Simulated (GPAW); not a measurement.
**BaTiO3 in GPAW: the effect of target pressure**

Crystal: BaTiO3.

```
Ba Ti O
1.0
     2.82737    1.63238    2.31839
    -2.82737    1.63238    2.31839
     0.00000   -3.26476    2.31839
Ba Ti O
1 1 3
Direct
  0.00000 0.00000 0.00000
  0.48450 0.48450 0.48450
  0.50860 0.01750 0.50860
  0.01750 0.50860 0.50860
  0.50860 0.50860 0.01750
```

Alike in all runs:

| Quantity | Value |
| --- | --- |
| Program | GPAW 26.7.0 |
| Task | relaxation of cell and atoms |
| Functional | PBEsol |
| Potentials or basis | PAW data sets generated in the run's folder for this functional |
| Cutoff | 800 eV |
| Basis | pw |
| k mesh | 4 × 4 × 4 |
| Occupations | fermi-dirac, width 0.05 eV |
| Spin | no spin polarisation |

Each run relaxes the cell or the atoms first.

```csv
target pressure,target pressure,relaxed volume (Å³/atom),gap on the mesh (eV)
0 GPa,-,12.83,2.29
2 GPa,2 GPa,12.63,2.23
5 GPa,5 GPa,?,?
10 GPa,10 GPa,12.04,1.98
20 GPa,20 GPa,11.54,1.92
30 GPa,30 GPa,11.14,1.93
```

Question: What does the run with target pressure 5 GPa give?

Answer: Relaxed volume 12.39 Å³/atom; gap on the mesh 2.11 eV.

Worked out: In Murnaghan's law V^(-B') rises as a straight line in P. The other rows fit best with B' = 6.5, V0 = 12.82 Å³/atom and B0 = 131 GPa, which gives 12.39 Å³/atom at 5 GPa, against the run's 12.39. A parabola through the other rows of the gap on the mesh, of slope -0.0279 eV per GPa there, gives 2.13 eV, against the run's 2.11.

Caveats: later steps reuse the first step's grids; spin-orbit coupling is left out, which moves the levels of the heavy elements.

A k mesh can miss the band edges.
